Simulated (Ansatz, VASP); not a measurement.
# GaN in two plane-wave programs

Wanted: the spread between two codes on one cell, functional and k mesh.

Method: plane waves, with VASP 6.6.1 beside it; single point at PBEsol, in Ansatz 0.2.0.

The database entry behind the starting cell differs from later determinations by our own check (thin film, about 0.3 % long), so it need not match the best structure at ambient conditions.

## 1. The structure

Symmetry: P6_3mc, No. 186, hexagonal system. Conventional cell: a = 3.197 Å, b = 3.197 Å, c = 5.207 Å, α = 90.00°, β = 90.00°, γ = 120.00°. Nearest to Ga lie 4 N at 1.95 to 1.97 Å. N has 4 Ga at 1.95 to 1.97 Å nearest. Farther neighbours and most contacts between anions are not listed.

As a file:

```xyz
4
Lattice="3.1972 0.0000 0.0000 -1.5986 2.7689 0.0000 0.0000 0.0000 5.2070" Properties=species:S:1:pos:R:3 pbc="T T T"
Ga    0.0000    1.8459    0.4749
Ga    1.5986    0.9230    3.0784
N     0.0000    1.8459    2.4410
N     1.5986    0.9230    5.0445
```

## 2. VASP: single point, PBEsol

A single point gives forces, pressure and levels at one fixed geometry, so differences don't come from the geometry; what else differs is listed under the comparison.

Lines of VASP's logs that name or quote its potential files are left out, and so is its time.

The input, INCAR:

```
SYSTEM = GaN
PREC = Accurate
ENCUT = 520
EDIFF = 1E-05
NELM = 100
ISMEAR = 0
SIGMA = 0.05
LREAL = .FALSE.
ALGO = Normal
GGA = PS
NBANDS = 24
LORBIT = 11
LWAVE = .FALSE.
LCHARG = .FALSE.
KPAR = 8
```

The input, POSCAR:

```
GaN
1.0
    3.1972000000      0.0000000000      0.0000000000
   -1.5986000000      2.7688564210      0.0000000000
    0.0000000000      0.0000000000      5.2070000000
Ga N
2 2
Direct
    0.3333333333      0.6666666667      0.0912000000
    0.6666666667      0.3333333333      0.5912000000
    0.3333333333      0.6666666667      0.4688000000
    0.6666666667      0.3333333333      0.9688000000
```

The input, KPOINTS:

```
Automatic mesh
0
Gamma
8 8 4
0 0 0
```

Potentials, in the order of the species: Ga_d and N (PBE family, release 64).

Command:

```bash
mpirun -np 8 vasp_std
```

Numbers of over 12 decimals in the logs are rounded to 6 here.

The log of the run:

```text
[banner, memory and clock lines left out]
running    8 mpi-ranks, on    1 nodes
 distrk:  each k-point on    1 cores,    8 groups
 distr:  one band on    1 cores,    1 groups

 POSCAR found type information on POSCAR GaN
 POSCAR found :  2 types and       4 ions
|                                                                             |
|           W    W    AA    RRRRR   N    N  II  N    N   GGGG   !!!           |
|           W    W   A  A   R    R  NN   N  II  NN   N  G    G  !!!           |
|           W    W  A    A  R    R  N N  N  II  N N  N  G       !!!           |
|           W WW W  AAAAAA  RRRRR   N  N N  II  N  N N  G  GGG   !            |
|           WW  WW  A    A  R   R   N   NN  II  N   NN  G    G                |
|           W    W  A    A  R    R  N    N  II  N    N   GGGG   !!!           |
|                                                                             |
|     For optimal performance we recommend to set                             |
|       NCORE = 2 up to number-of-cores-per-socket                            |
|     NCORE specifies how many cores store one orbital (NPAR=cpu/NCORE).      |
|     This setting can greatly improve the performance of VASP for DFT.       |
|     The default, NCORE=1 might be grossly inefficient on modern             |
|     multi-core architectures or massively parallel machines. Do your        |
|     Unfortunately you need to use the default for GW and RPA                |
|     calculations (for HF NCORE is supported but not extensively tested      |
|     yet).                                                                   |
|                                                                             |

|                                                                             |
|               ----> ADVICE to this user running VASP <----                  |
|                                                                             |
|     You enforced a specific xc type in the INCAR file but a different       |
|     [... a line on the potential file left out ...]
|     I HOPE YOU KNOW WHAT YOU ARE DOING!                                     |
|                                                                             |

 LDA part: xc-table for (Slater+PW92), standard interpolation
 POSCAR, INCAR and KPOINTS ok, starting setup
 FFT: planning ... GRIDC
 FFT: planning ... GRID_SOFT
 FFT: planning ... GRID
 WAVECAR not read
 entering main loop
       N       E                     dE             d eps       ncg     rms          rms(c)
DAV:   1     0.260834902808E+03    0.26083E+03   -0.18397E+04  1568   0.280E+03
DAV:   2     0.858173233910E-01   -0.26075E+03   -0.25066E+03  1656   0.497E+02
DAV:   3    -0.289430960140E+02   -0.29029E+02   -0.28802E+02  1688   0.138E+02
DAV:   4    -0.298469253060E+02   -0.90383E+00   -0.90232E+00  1912   0.270E+01
DAV:   5    -0.298619479960E+02   -0.15023E-01   -0.15019E-01  1656   0.313E+00    0.102E+01
DAV:   6    -0.262465031478E+02    0.36154E+01   -0.10995E+01  2520   0.520E+01    0.307E+00
DAV:   7    -0.263103884562E+02   -0.63885E-01   -0.13682E+00  1504   0.891E+00    0.262E+00
DAV:   8    -0.262876769505E+02    0.22712E-01   -0.23333E-01  2480   0.618E+00    0.994E-01
DAV:   9    -0.262654978583E+02    0.22179E-01   -0.84379E-02  2376   0.470E+00    0.323E-01
DAV:  10    -0.262662886136E+02   -0.79076E-03   -0.48379E-03  1648   0.652E-01    0.841E-02
DAV:  11    -0.262660886734E+02    0.19994E-03   -0.13754E-03  2248   0.674E-01    0.443E-02
DAV:  12    -0.262661041279E+02   -0.15455E-04   -0.15394E-04  1544   0.865E-02    0.545E-02
DAV:  13    -0.262661152984E+02   -0.11170E-04   -0.70086E-06  1024   0.245E-02    0.672E-02
DAV:  14    -0.262661275154E+02   -0.12217E-04   -0.96253E-06   872   0.216E-02    0.826E-02
DAV:  15    -0.262661211895E+02    0.63259E-05   -0.21016E-06   824   0.158E-02
   1 F= -.26266121E+02 E0= -.26266121E+02  d E =-.189488E-15
```

OUTCAR, selected parts (step 2):

```text
ion  position               nearest neighbor table
   1  0.333  0.667  0.091-   4 1.95   4 1.95   4 1.95   3 1.97
   2  0.667  0.333  0.591-   3 1.95   3 1.95   3 1.95   4 1.97
   3  0.333  0.667  0.469-   2 1.95   2 1.95   2 1.95   1 1.97
   4  0.667  0.333  0.969-   1 1.95   1 1.95   1 1.95   2 1.97

  LATTYP: Found a hexagonal cell.
 ALAT       =     3.1972000000
 C/A-ratio  =     1.6286125360

 Subroutine GETGRP returns: Found 12 space group operations
 (whereof  6 operations were pure point group operations)

The static configuration has the point symmetry C_3v.
 The point group associated with its full space group is C_6v.

 Found     30 irreducible k-points:

   k-points           NKPTS =     30   k-points in BZ     NKDIM =     30   number of bands    NBANDS=     24

   dimension x,y,z NGX =    24 NGY =   24 NGZ =   40
   dimension x,y,z NGXF=    48 NGYF=   48 NGZF=   80

   ENCUT  =  520.0 eV  38.22 Ry    6.18 a.u.   5.94  5.94  9.68*2*pi/ulx,y,z

   NELECT =      36.0000    total number of electrons

 k-points in reciprocal lattice and weights: Automatic mesh
   0.00000000  0.00000000  0.00000000       0.004
   0.12500000  0.00000000  0.00000000       0.023
   0.25000000  0.00000000  0.00000000       0.023
   0.37500000  0.00000000  0.00000000       0.023
   0.50000000  0.00000000  0.00000000       0.012
   0.12500000  0.12500000  0.00000000       0.023
   0.25000000  0.12500000  0.00000000       0.047
   0.37500000  0.12500000  0.00000000       0.047
   0.25000000  0.25000000  0.00000000       0.023
[...]
0.25000000  0.25000000  0.50000000       0.023
   0.37500000  0.25000000  0.50000000       0.023

 average (electrostatic) potential at core
       1 -63.4118       2 -63.4118       3 -62.2298       4 -62.2298

 E-fermi :   5.3527

 k-point     1 :       0.0000    0.0000    0.0000
  band No.  band energies     occupation
    ...
     14       4.0595      2.00000
     15       4.0595      2.00000
     16       5.0651      2.00000
     17       5.0892      2.00000
     18       5.0892      2.00000
     19       6.8998      0.00000
     20       9.2035      0.00000
     21      14.1393      0.00000
     22      14.8300      0.00000
     23      14.8300      0.00000
    ...

 k-point     2 :       0.1250    0.0000    0.0000
  band No.  band energies     occupation
    ...
     14       2.9911      2.00000
     15       3.7494      2.00000
     16       3.9142      2.00000
     17       4.9092      2.00000
     18       4.9485      2.00000
     19       7.9573      0.00000
     20      10.0731      0.00000
     21      13.5760      0.00000
     22      14.0694      0.00000
     23      15.2126      0.00000
    ...

 k-point     3 :       0.2500    0.0000    0.0000
  band No.  band energies     occupation
    ...
     14       1.0818      2.00000
     15       2.2016      2.00000
     16       3.1085      2.00000
     17       4.3947      2.00000
     18       4.5875      2.00000
     19       9.2672      0.00000
     20      10.8806      0.00000
     21      12.3382      0.00000
     22      13.4724      0.00000
     23      15.0731      0.00000
    ...

  Total       -0.7332991     -0.7332991     -0.8086188      0.0000000      0.0000000      0.0000000
  in kB      -25.4878906    -25.4878906    -28.1058423      0.0000000      0.0000000      0.0000000
  external PRESSURE =     -26.3605411 kB  Pullay stress =       0.0000000 kB

  energy-cutoff  :      520.00
  volume of cell :       46.10
      direct lattice vectors                 reciprocal lattice vectors
     3.197200000  0.000000000  0.000000000     0.312773677  0.180579967  0.000000000
    -1.598600000  2.768856421  0.000000000     0.000000000  0.361159933  0.000000000
     0.000000000  0.000000000  5.207000000     0.000000000  0.000000000  0.192049165

 POSITION                                       TOTAL-FORCE (eV/Angst)
 -----------------------------------------------------------------------------------
     -0.00000      1.84590      0.47488         0.000000      0.000000      0.049651
      1.59860      0.92295      3.07838        -0.000000     -0.000000      0.049651
     -0.00000      1.84590      2.44104        -0.000000     -0.000000     -0.049651
      1.59860      0.92295      5.04454         0.000000      0.000000     -0.049651
 -----------------------------------------------------------------------------------
    total drift:                               -0.000001     -0.000002      0.001651

  FREE ENERGIE OF THE ION-ELECTRON SYSTEM (eV)
  ---------------------------------------------------
  free  energy   TOTEN  =       -26.2661211895 eV

  energy  without entropy=      -26.2661211895  energy(sigma->0) =      -26.26612119

 total charge
# of ion       s       p       d       tot
------------------------------------------
    1        0.788   0.893  10.175  11.857
    2        0.788   0.893  10.175  11.857
    3        1.217   2.499   0.000   3.716
    4        1.217   2.499   0.000   3.716
--------------------------------------------------
tot          4.011   6.784  20.351  31.146

[... 3 further parts left out ...]
```

The run ends at a pressure of -2.64 GPa, with forces up to 0.050 eV/Å.

## 3. Ansatz: single point, PBEsol

Ansatz runs on its default PAW (the set named soft_2) files.

The same cell, functional, mesh and smearing now go to Ansatz, which takes its cutoff from its data sets.

The input, input.yaml:

```yaml
crystal:
  lattice:
    - [3.1972, 0.0, 0.0]
    - [-1.5986, 2.768856421, 0.0]
    - [0.0, 0.0, 5.207]
  atoms:
    - { symbol: Ga, position: [0.3333333333, 0.6666666667, 0.0912] }
    - { symbol: Ga, position: [0.6666666667, 0.3333333333, 0.5912] }
    - { symbol: "N", position: [0.3333333333, 0.6666666667, 0.4688] }
    - { symbol: "N", position: [0.6666666667, 0.3333333333, 0.9688] }
hamiltonian:
  xc: pbesol
  pseudopotentials: { kind: paw }
kpoints:
  mp_grid: { grid: [8, 8, 4] }
scf:
  occupations: { method: gaussian, width: 0.05 }
  n_extra_bands: 5
output:
  forces: true
  stress: true
  eigenvalues: true
```

Command:

```bash
ansatz run input.yaml --threads 2 --pin off --max-ram 4608MiB --backend cpu --events-out ev --progress --plain --runs-dir out
```

The log of the run:

```text
scf.n_extra_bands = 5 over 18 filled bands (N_el = 36.0): the run solves 23 bands
Engine: ansatz 0.2.0, aarch64-unknown-linux-gnu
Pseudopotentials: kind: paw
Pseudopotential: Ga, paw, valence charge 13, recommended cutoff 420 eV (normal), Ga.paw.azcp
Pseudopotential: N, paw, valence charge 5, recommended cutoff 420 eV (normal), N.paw.azcp
Functional definition: PBEsol
  exchange = pbesol_x
  correlation = pbesol_c
Crystal: 4 atoms, lattice volume = 46.095 Å³
Basis set: ecut = 420 eV, 917 PW (Γ), exchange–correlation on 48×48×72 points (8 copies of the dense FFT grid, shifted against one another)
Bands: 23, of which v1, the nominal top of the filled ones, is band 18 counted from 1 (17 counted from 0)
Symmetry: 12 space group operations
Space group: P63mc (ITA 186), of the structure as read, at distance tolerance 3.6e-5 Å
k-points: 30 of 256 (time reversal used)
Non-local potential: Ga, projectors of the file, l = 0: 2, l = 1: 2, l = 2: 3, l = 3: 1
Non-local potential: N, projectors of the file, l = 0: 2, l = 1: 2, l = 2: 1
PAW form: soft (Blöchl's): semilocal exchange-correlation on the pseudo side does not see the compensation charge
PAW frozen core: Ga, regenerated for the run's functional, and the local potential with it (the file was generated under x = pbe(κ = 0.804, μ = 0.219515), c = pbe(β = 0.066725))
PAW frozen core: N, regenerated for the run's functional, and the local potential with it (the file was generated under x = pbe(κ = 0.804, μ = 0.219515), c = pbe(β = 0.066725))
PAW one-centre angular grid: Ga, 590 points (default); XC on 64 Gauss nodes
PAW one-centre angular grid: N, 110 points (default); XC on 64 Gauss nodes
Initial density: superposition of atomic densities (neutral atoms: chi_scale 0, normalization atom), corrected by the library's trained network
Initial wavefunctions: pseudopotential atomic-orbital guess
Functional: x = pbesol(κ = 0.804, μ = 0.123457), c = pbesol(β = 0.046)
SCF iter   1: F=—  HF=-8245.708952 eV  |F-HF|=—  |Δ(HF+E_count)|=         —  Δρ=1.27e-2  dr2=7.23e-2  ethr=1.77e-3  ⟨swp⟩=5.2  Hψ=2740  notcnv=0
preconditioner: auto → Resta (q_TF=auto, 2.618 Å⁻¹)  ε∞=4.7  [insulator: Δε(μ)=1.700 eV  Ē_g=17.023 eV  σ=0.050 eV  W_gap=1.00  n_scr=22 (ndim 8)  ℏωp=32.8 eV  f_vac=0.010  D(μ)=0.00/eV (n_scr^D=0)  ε∞_Penn≈4.7]
SCF iter   2: F=—  HF=-8245.688634 eV  |F-HF|=—  |Δ(HF+E_count)|=   2.03e-2  Δρ=1.79e-3  dr2=1.45e-3  ethr=2.01e-4  ⟨swp⟩=2.1  Hψ=1163  notcnv=0  defer=29
SCF iter   3: F=—  HF=-8245.688492 eV  |F-HF|=—  |Δ(HF+E_count)|=   1.43e-4  Δρ=8.79e-4  dr2=2.68e-4  ethr=4.02e-6  ⟨swp⟩=2.5  Hψ=995  notcnv=0  defer=30
SCF iter   4: F=—  HF=-8245.688520 eV  |F-HF|=—  |Δ(HF+E_count)|=   2.76e-5  Δρ=1.90e-4  dr2=1.70e-5  ethr=7.45e-7  ⟨swp⟩=2.3  Hψ=1223  notcnv=0  defer=30
SCF iter   5: F=—  HF=-8245.688511 eV  |F-HF|=—  |Δ(HF+E_count)|=   8.78e-6  Δρ=1.06e-4  dr2=3.39e-6  ethr=4.71e-8  ⟨swp⟩=2.0  Hψ=1196  notcnv=0  defer=30
SCF iter   6: F=—  HF=-8245.688513 eV  |F-HF|=—  |Δ(HF+E_count)|=   2.48e-6  Δρ=1.75e-5  dr2=1.00e-7  ethr=9.41e-9  ⟨swp⟩=2.6  Hψ=1199  notcnv=0  defer=30
SCF iter   7: F=-8245.688513 eV  HF=-8245.688513 eV  |F-HF|=5.76e-9  |Δ(HF+E_count)|=   5.19e-8  Δρ=3.23e-6  dr2=4.03e-9  ethr=2.78e-10  ⟨swp⟩=7.7  Hψ=2619  notcnv=0
SCF 1 converged in 7 iterations: F = -8245.688513 eV  dr2 = 4.03e-9
  greatest PAW one-centre occupation: 0.995 electrons in one spin orbital (limit 2), on the Ga atom at site 0 (counted from 0), in its partial waves of l = 2
SCF converged after 7 iterations
Free energy (F): -8245.688513 eV
Harris-Foulkes:  -8245.688513 eV  (|F-HF|=5.76e-9)
Internal energy: -8245.688513 eV  (E = F + TS)
E sigma→0 (E₀):  -8245.688513 eV
Fermi energy:    10.313829 eV
--- Per-component energies (eV) ---
  E_band       = -19.566501
  E_kinetic    = 492.430480
  E_local      = -3918.331193  (includes V_loc(G=0)·N_el)
  E_nonlocal   = 950.981223
  E_hartree    = 1798.602635
  E_xc         = -254.983311
  E_vxc        = -267.214309  (∫ρ·V_xc dr)
  E_paw        = -4152.140063  (= ΣΔE_a)
  E_vpaw       = -874.638705  (= ΣTr[D̂ρ^β])
  E_aug_tail   = 0.000094  (compensation charges beyond the density's cutoff)
  E_ewald      = -3164.030533
  E_core_change = 1.782153  (= ΣΔE_core)
  E_smearing   = -0.000000  (= −TS)
  E_closure    = 0.000000  (closes the sum)
  Σ components = -8245.688513   (vs F -8245.688513, Δ=0.00e0)
--- Forces (eV/Å), atoms counted from 1 ---
  atom   1  Ga    -0.00000000    -0.00000000     0.05075329
  atom   2  Ga     0.00000000     0.00000000     0.05075329
  atom   3  N     -0.00000000    -0.00000000    -0.05075808
  atom   4  N      0.00000000     0.00000000    -0.05075808
  max |Σ_I F_I| component: 9.57e-6 eV/Å
--- Stress (GPa, compression-positive) ---
       -2.324876       0.000000       0.000000
        0.000000      -2.324876       0.000000
        0.000000       0.000000      -2.668810
  P = ⅓ Tr σ = -2.4395 GPa (-24.395 kbar)
--- Band table (eV; the first three rows and the last of 30) ---
  k-point 0: bands = [... 14 lower, 8.3875, 9.3913, 9.4159, 9.4159, 11.2107, 13.5244, 18.4582, 19.1583, ... 1 higher]
  k-point 1: bands = [... 14 lower, 8.5320, 8.5320, 9.2588, 9.2588, 12.4266, 13.6351, 18.0654, 18.7784, ... 1 higher]
  k-point 2: bands = [... 14 lower, 8.8893, 8.8893, 8.8893, 8.8893, 13.5422, 13.5422, 17.7244, 17.7244, ... 1 higher]
  k-point 29: bands = [... 14 lower, 5.4986, 5.4986, 7.9247, 7.9247, 15.3113, 15.3113, 16.9929, 16.9929, ... 1 higher]
```

Wall time 3 s (2 threads of Arm Neoverse N1, shared host); peak memory 0.29 GiB.

In the SCF lines HF is the Harris–Foulkes energy and dr2 the Hartree energy of the density residual, in eV; the loop may stop once dr2 is under the threshold and the program's other checks hold. Hψ counts applications of the Hamiltonian.

The run ends at a pressure of -2.44 GPa, with forces up to 0.051 eV/Å.

## 4. Differences

Known differences besides the potentials themselves: the cutoff is 420 eV in Ansatz and 520 eV in VASP; Ansatz makes its cores anew for this functional, VASP keeps those of its PBE data sets; VASP leaves aspherical gradient terms in its spheres out (LASPH is not set), Ansatz keeps them. Total energies have different zeros and are not compared.

The two programs side by side:

```csv
quantity,Ansatz,VASP,difference
pressure (GPa),-2.44,-2.64,+0.20
pressure without Ansatz's Pulay correction (GPa),-2.96,-2.64,-0.33
gap on the k mesh (eV),1.795,1.811,-0.016
```

Forces (eV/Å; atoms numbered as in POSCAR):

```csv
atom,"Ansatz x, y, z","VASP x, y, z"
Ga1,"0.000, 0.000, 0.051","0.000, 0.000, 0.050"
Ga2,"0.000, 0.000, 0.051","0.000, 0.000, 0.050"
N3,"0.000, 0.000, -0.051","0.000, 0.000, -0.050"
N4,"0.000, 0.000, -0.051","0.000, 0.000, -0.050"
```

The forces differ by 0.6 meV/Å r.m.s., which is 2.2 % of the r.m.s. force of 0.03 eV/Å (both taken over all components). A gap on the mesh is an upper bound, since the band edges may lie between its points. Ansatz's pressure holds a Pulay correction of 0.52 GPa; VASP's holds none.

## 5. What came out

| Item | Value |
| --- | --- |
| difference in gap on the k mesh (single point, PBEsol) | -0.016 eV |

In words: The difference in gap on the k mesh is -0.016 eV (single point, PBEsol), within the 0.08 eV picked in this series as the mark of a large difference. Such differences can come from data sets, numerical settings and the points named under the comparisons, not from the functional's error against experiment.

[Lines on the potential files, build, host, timing and source positions are cut from VASP's logs without a mark.]

[Logs are printed without paths, hosts, clocks, repeated set-up lines and the standing remarks that a program may print on its own settings, such as how far it seeks lower states.]

[Hosts, paths, dates, database ids (printed as entryN), source tags and the programs' standing remarks are cut or masked in the printed files.]
